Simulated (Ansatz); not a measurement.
TePb, 2 atoms in the cell. It takes space group Pm-3m (No. 221, cubic). The conventional cell has a = 4.002 Å, b = 4.002 Å, c = 4.002 Å, α = 90.00°, β = 90.00°, γ = 90.00°. Pb (site symmetry m-3m) has 8 Te at 3.47 Å as nearest neighbours. Te (site symmetry m-3m) has 8 Pb at 3.47 Å as nearest neighbours. Measurements of this composition are mostly on another form, of space group No. 225.

* Program: Ansatz 0.2.0
* Task: density of states
* Functional: PBE
* Potentials or basis: all-electron PAW datasets made for the crystal
* Cutoff: 240 eV (chosen from the basis error)
* k mesh: 7 × 7 × 7
* Occupations: fermi-dirac, width 0.05 eV
* Spin: no spin polarisation

Potentials or basis: all-electron PAW datasets made for the crystal.

The run is started by

```console
$ ansatz run input.yaml --threads 1 --pin off --max-ram 3072MiB --backend cpu --events-out ev --progress --plain --runs-dir out
```

Hardware: 1 thread of Arm Neoverse V1 (shared host).

Question: How long does it take, and how much memory?

Answer: Run time: 5.4 s on 1 thread of Arm Neoverse V1, with other jobs on the host, peak memory 0.46 GiB. Counts: scf iterations 8, plane waves 515, k points 20, bands 14.
